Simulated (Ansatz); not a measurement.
Here is an Ansatz 0.2.0 calculation.

File input.yaml:

```yaml
crystal:
  lattice:
    - [3.812, 0.0, 0.0]
    - [-1.906, 3.3012888392, 0.0]
    - [0.0, 0.0, 18.68999]
  atoms:
    - { symbol: Zn, position: [0.3333333333, 0.6666666667, 0.83333] }
    - { symbol: Zn, position: [0.6666666667, 0.3333333333, 0.33333] }
    - { symbol: Zn, position: [0.6666666667, 0.3333333333, 0.66667] }
    - { symbol: Zn, position: [0.3333333333, 0.6666666667, 0.16667] }
    - { symbol: Zn, position: [0.0, 0.0, 0.5] }
    - { symbol: Zn, position: [0.0, 0.0, 0.0] }
    - { symbol: S, position: [0.3333333333, 0.6666666667, 0.95833] }
    - { symbol: S, position: [0.6666666667, 0.3333333333, 0.45833] }
    - { symbol: S, position: [0.6666666667, 0.3333333333, 0.79167] }
    - { symbol: S, position: [0.3333333333, 0.6666666667, 0.29167] }
    - { symbol: S, position: [0.0, 0.0, 0.625] }
    - { symbol: S, position: [0.0, 0.0, 0.125] }
hamiltonian:
  xc: rpbe
  pseudopotentials: { kind: paw }
kpoints:
  mp_grid: { grid: [8, 8, 2] }
  band_path:
    path:
      - [[0.0, 0.0, 0.0], [0.5, 0.0, 0.0], [0.3333333333, 0.3333333333, 0.0], [0.0, 0.0, 0.0], [0.0, 0.0, 0.5], [0.5, 0.0, 0.5], [0.3333333333, 0.3333333333, 0.5], [0.0, 0.0, 0.5]]
      - [[0.5, 0.0, 0.5], [0.5, 0.0, 0.0]]
      - [[0.3333333333, 0.3333333333, 0.0], [0.3333333333, 0.3333333333, 0.5]]
    npoints: 10
scf:
  occupations: { method: fermi_dirac, width: 0.05 }
  n_extra_bands: 30
output:
  forces: true
  stress: true
  eigenvalues: true
  fatbands: false
```

Potentials or basis: Ansatz PAW.

The run is started by

```console
$ ansatz run input.yaml --threads 4 --pin off --max-ram 11264MiB --backend cpu --events-out ev --progress --plain --runs-dir out
```

Question: Estimate the pressure.

Answer: 4.7 GPa.

Question: Estimate the band gap along the path.

Answer: 2.33 eV, direct.

Question: Predict the largest force.

Answer: 0.030 eV/Å.

Question: Estimate the band gap on the k mesh.

Answer: 2.33 eV, direct.

Levels at the corners of the path, in eV from the valence-band top:
| point | band 52 | band 53 | band 54 | band 55 | band 56 | band 57 |
| --- | --- | --- | --- | --- | --- | --- |
| Γ | -0.02 | 0.00 | 0.00 | 2.33 | 3.34 | 3.39 |
| M | -1.25 | -1.08 | -0.88 | 3.57 | 3.70 | 3.74 |
| K | -1.54 | -1.48 | -1.48 | 4.54 | 4.54 | 4.54 |
| Γ | -0.02 | 0.00 | 0.00 | 2.33 | 3.34 | 3.39 |
| A | -0.07 | -0.07 | -0.07 | 2.79 | 2.79 | 3.40 |
| L | -1.21 | -0.98 | -0.98 | 3.50 | 3.50 | 3.97 |
| H | -1.69 | -1.55 | -1.55 | 4.78 | 4.78 | 4.86 |
| A | -0.07 | -0.07 | -0.07 | 2.79 | 2.79 | 3.40 |
| L | -1.21 | -0.98 | -0.98 | 3.50 | 3.50 | 3.97 |
| M | -1.25 | -1.08 | -0.88 | 3.57 | 3.70 | 3.74 |
| K | -1.54 | -1.48 | -1.48 | 4.54 | 4.54 | 4.54 |
| H | -1.69 | -1.55 | -1.55 | 4.78 | 4.78 | 4.86 |

Caveat: the cell's inner coordinates are idealised or old, which leaves forces on the atoms; the PAW data sets come from PBE, with cores solved anew for the run's functional, which leaves a small shift of forces and pressure.

**Experimental background.**

From a printed reference work, monograph, for a bulk crystal of ZnS at 4 K: band gap 3.911 eV (direct).

Against the measured gap of ZnS, 3.911 eV (direct; 4 K; a printed reference work, monograph), the calculated 2.33 eV is off by -1.58 eV. The value is that of RPBE, without temperature or zero-point motion. Semilocal functionals fall short of measured gaps as a rule.
